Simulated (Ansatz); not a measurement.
# GaSb: band structure with LDA

**The experiment to reproduce.**

From a printed reference work, data compilation, for a bulk crystal of GaSb at 4.2 K: band gap 0.811 eV (direct).

The system is GaSb.

```
CELL_PARAMETERS angstrom
0.00000 3.05900 3.05900
3.05900 0.00000 3.05900
3.05900 3.05900 0.00000
ATOMIC_POSITIONS crystal
Sb 0.75000 0.75000 0.75000
Ga 0.00000 0.00000 0.00000
```

```json
{
 "Program": "Ansatz 0.2.0",
 "Task": "band structure",
 "Functional": "LDA",
 "Potentials or basis": "all-electron LAPW, scalar-relativistic",
 "Cutoff": "279 eV (chosen from the basis error)",
 "Basis error allowed": "0.001 eV/atom",
 "k mesh": "8 × 8 × 8",
 "Occupations": "fermi-dirac, width 0.05 eV",
 "Spin": "no spin polarisation"
}
```

```
Pressure                : -1.7 GPa
Band gap along the path : none (metal or under the smearing width)
```

Levels at the corners of the path, in eV from the Fermi level:
```tsv
point	band 18	band 19	band 20	band 21	band 22	band 23	band 24	band 25	band 26	band 27
Γ	-15.08	-11.58	-0.22	-0.04	-0.04	-0.04	2.74	2.74	2.74	5.57
X	-15.07	-9.15	-6.88	-2.61	-2.61	0.80	1.14	8.59	8.59	9.89
W	-15.08	-9.11	-6.75	-3.39	-3.17	3.58	4.23	4.31	4.69	9.82
K	-15.08	-9.21	-6.71	-3.65	-2.22	1.30	3.78	6.48	6.76	7.44
Γ	-15.08	-11.58	-0.22	-0.04	-0.04	-0.04	2.74	2.74	2.74	5.57
L	-15.08	-9.96	-6.44	-1.19	-1.19	0.24	3.71	3.71	6.30	9.17
U	-15.08	-9.21	-6.71	-3.65	-2.22	1.30	3.78	6.48	6.76	7.44
W	-15.08	-9.11	-6.75	-3.39	-3.17	3.58	4.23	4.31	4.69	9.82
```

It took 23 s on 1 thread of Arm Neoverse V2, with other jobs on the host, peak memory 0.3 GiB.

A measured gap of GaSb is 0.811 eV (direct; 4.2 K; a printed reference work, data compilation); the calculated 0.00 eV misses it by -0.81 eV. Spin-orbit coupling on Ga, Sb is left out. The value is that of LDA, without temperature or zero-point motion. Semilocal functionals fall short of measured gaps as a rule.

Caveat: spin-orbit coupling is left out, which moves the levels of the heavy elements.
